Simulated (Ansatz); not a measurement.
Co:

```
Co
1.0
     2.47200    0.00000    0.00000
    -1.23600    2.14081    0.00000
     0.00000    0.00000    4.02114
Co
2
Cartesian
  1.2360 0.7136 3.0159
  0.0000 1.4272 1.0053
```

```yaml
Program: Ansatz 0.2.0
Task: relaxation of cell and atoms
Functional: PBE
Potentials_or_basis: all-electron LAPW, scalar-relativistic
Basis_error_allowed: 0.001 eV/atom
k_mesh: 12 × 12 × 7
Occupations: fermi-dirac, width 0.05 eV
Spin: collinear spin, ferromagnetic start
Starting_moments: "[2.0, 2.0] μB"
```

At the start: volume 10.64 Å³/atom.

Question: How do energy, volume and symmetry change on relaxing?

Answer: Over 5 steps the energy falls by 3.8 meV/atom and the volume is 10.87 Å³/atom (+2.1 %); space group P6_3/mmc (No. 194, to 0.05 Å); moment 3.25 μB per cell.

Step by step:
```csv
step,energy change (eV),largest force (eV/Å),volume (Å³)
1,0.0000,0.0000,21.28
2,-0.0056,0.0000,21.51
3,-0.0075,0.0000,21.73
4,-0.0076,0.0000,21.74
5,-0.0075,0.0000,21.74
```

Final structure:
```
Co
1.0
     2.49672    0.00000    0.00000
    -1.24836    2.16222    0.00000
     0.00000    0.00000    4.02660
Co
2
Direct
  0.66667 0.33333 0.75000
  0.33333 0.66667 0.25000
```
